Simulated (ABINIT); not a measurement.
AlN, 2 atoms in the cell. The structure is cubic, space group F-43m (No. 216). Conventional cell: a = 4.368 Å, b = 4.368 Å, c = 4.368 Å, α = 90.00°, β = 90.00°, γ = 90.00°. Al (site symmetry -43m) has 4 N at 1.89 Å as nearest neighbours. N (site symmetry -43m) has 4 Al at 1.89 Å as nearest neighbours. Measurements of this composition are mostly on another form, of space group No. 186.

| Property | Result |
| --- | --- |
| Program | ABINIT 10.8.3 (patched build) |
| Task | band structure |
| Functional | rPW86PBE |
| Potentials or basis | JTH PAW PBE v2.0 |
| Cutoff | 680 eV |
| k mesh | 10 × 10 × 10 |
| Occupations | fermi-dirac, width 0.05 eV |
| Spin | no spin polarisation |
| Fine-grid cutoff | 1278.94 eV |
| Exchange and correlation inside the PAW spheres | full angular mesh (pawxcdev 0, this build's default; the released program takes 1) |

Potentials or basis: JTH PAW PBE v2.0.

Command:

```bash
$ abinit run.abi > log 2>&1
```

Hardware: 1 thread of Arm Neoverse V1, with other jobs on the host.

Question: How long does it take, and how much memory?

Answer: Wall time 32 s on 1 thread of Arm Neoverse V1, on a shared host, peak memory 0.12 GiB. Counts: scf iterations 12, k points 47, bands 8, plane waves 866.
